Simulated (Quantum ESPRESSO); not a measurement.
## Bi2Se3 (Paraguanajuatite) under changes of volume

One of the cells (28.378 Å³/atom); the others are scaled copies at fixed shape and fractional positions:

```xyz
5
Lattice="2.0715 1.1960 9.5453 -2.0715 1.1960 9.5453 0.0000 -2.3920 9.5453" Properties=species:S:1:pos:R:3 pbc="T T T"
Bi    0.0000    0.0000   17.1587
Bi    0.0000    0.0000   11.4773
Se    0.0000    0.0000   22.5738
Se    0.0000    0.0000    6.0622
Se    0.0000    0.0000    0.0000
```

- Program: Quantum ESPRESSO 7.5
- Functional: PBE
- Potentials or basis: SSSP 1.3 efficiency PBE
- Cutoff: 748 eV
- Density cutoff: 5987 eV
- k mesh: 8 × 8 × 8
- Occupations: fermi-dirac, width 0.05 eV
- Spin: no spin polarisation

```csv
volume (Å³/atom),energy over the lowest point (meV/atom),pressure (GPa),gap on the mesh (eV)
26.675,59.43,7.2,0.16
27.243,36.80,5.5,0.18
27.810,20.10,3.9,0.20
28.378,?,?,?
28.946,2.21,1.2,0.23
29.513,0.00,0.0,0.24
30.081,1.68,-1.0,0.26
```

**Question.** What does the run at 28.378 Å³/atom give?

**Answer.** Energy over the lowest point 8.75 meV/atom; pressure 2.4 GPa; gap on the mesh 0.22 eV.

Worked out: A Birch-Murnaghan fit of order 3 (a polynomial in V^(-2/3)) to the other rows has its minimum at 29.54 Å³/atom with B0 = V·E''(V) = 57 GPa and B' = 4.4 at fixed shape and positions, which overstates the stiffness. It gives 8.75 meV/atom at 28.378 Å³/atom, against the run's 8.75, and -dE/dV = 2.5 GPa, against 2.4. A straight line through the other rows of the gap, of slope 0.803 eV per unit of ln V (its deformation potential), gives 0.21 eV, against the run's 0.22.

Energies are extrapolated to zero smearing.

Caveats: spin-orbit coupling is left out, which as a rule narrows the gap of such compounds by several tenths of an eV.

A mesh can miss the band edges.
